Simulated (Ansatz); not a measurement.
MgO built on the wurtzite prototype (r2SCAN geometry), in Ansatz:

```cif
data_structure
_symmetry_space_group_name_H-M 'P6_3mc'
_symmetry_Int_Tables_number 186
_cell_length_a 3.2882
_cell_length_b 3.2882
_cell_length_c 5.0344
_cell_angle_alpha 90.000
_cell_angle_beta 90.000
_cell_angle_gamma 120.000
_cell_volume 47.14
loop_
_atom_site_label
_atom_site_type_symbol
_atom_site_symmetry_multiplicity
_atom_site_Wyckoff_symbol
_atom_site_fract_x
_atom_site_fract_y
_atom_site_fract_z
_atom_site_occupancy
Mg1 Mg 2 b 0.33333 0.66667 0.99016 1
O1 O 2 b 0.33333 0.66667 0.38484 1
```

G0W0@r2SCAN with 258 empty bands, a screening cutoff of 180 eV and a 6×6×4 mesh (PAW, contour deformation) gives 6.170 eV over the mesh points, from an r2SCAN gap of 4.223 eV; it sums over 274 bands with 263 plane waves in the screening and a wave cutoff of 500 eV. No extrapolation in bands, cutoff or mesh was made for G0W0. All values are calculated for a non-magnetic cell, which may be hypothetical.

(1) Another run gave a Kohn-Sham gap of 4.223 eV and a G0W0 gap of 5.914 eV, summing over 123 bands with 111 plane waves in the screening and a wave cutoff of 500 eV. What was changed?

(2) Estimate the gap with potentials of the kind norm-conserving.

(3) Estimate the gap with mesh 9×9×4, empty bands 76, screening cutoff 80 eV.

Answers

(1) Empty bands 107, screening cutoff 100 eV. The counts of bands and plane waves show it.

(2) 6.172 eV (+0.002 eV), from a Kohn-Sham gap of 4.222 eV.

(3) 5.823 eV (-0.347 eV), from a Kohn-Sham gap of 4.223 eV.
